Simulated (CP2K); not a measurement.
**Ru under changes of volume**

One of the cells (13.575 Å³/atom); the others are scaled copies at fixed shape and fractional positions:

```xyz
2
Lattice="2.7058 0.0000 0.0000 -1.3529 2.3433 0.0000 0.0000 0.0000 4.2819" Properties=species:S:1:pos:R:3 pbc="T T T"
Ru    1.3529    0.7811    3.2114
Ru    0.0000    1.5622    1.0705
```

| Quantity | Value |
| --- | --- |
| Program | CP2K 2026.2 |
| Functional | PBEsol |
| Potentials or basis | POTENTIAL_UZH Ru GTH-PBE-q16; TZVP-MOLOPT-PBE-GTH basis |
| Density cutoff | 6123 eV |
| k mesh | 11 × 11 × 6 |
| Occupations | fermi-dirac, width 0.05 eV |
| Spin | no spin polarisation |

```tsv
volume (Å³/atom)	energy over the lowest point (meV/atom)	pressure (GPa)
12.760	43.11	21.3
13.032	14.89	12.3
13.303	1.06	4.3
13.575	0.00	-2.8
13.846	10.31	-9.1
14.118	30.71	-14.7
14.389	?	?
```

Problem. What does the run at 14.389 Å³/atom give?

Solution. Energy over the lowest point 60.08 meV/atom; pressure -19.7 GPa.

Worked out: A Birch-Murnaghan fit of order 3 (a polynomial in V^(-2/3)) to the other rows has its minimum at 13.46 Å³/atom with B0 = V·E''(V) = 348 GPa and B' = 4.8 at fixed shape and positions, which overstates the stiffness. It gives 60.03 meV/atom at 14.389 Å³/atom, against the run's 60.08, and -dE/dV = -19.8 GPa, against -19.7.

Energies are extrapolated to zero smearing.

Caveats: the potentials were made for another functional, which shifts forces and pressure; the basis of atomic orbitals isn't converged, which shifts pressures, moduli and gaps.
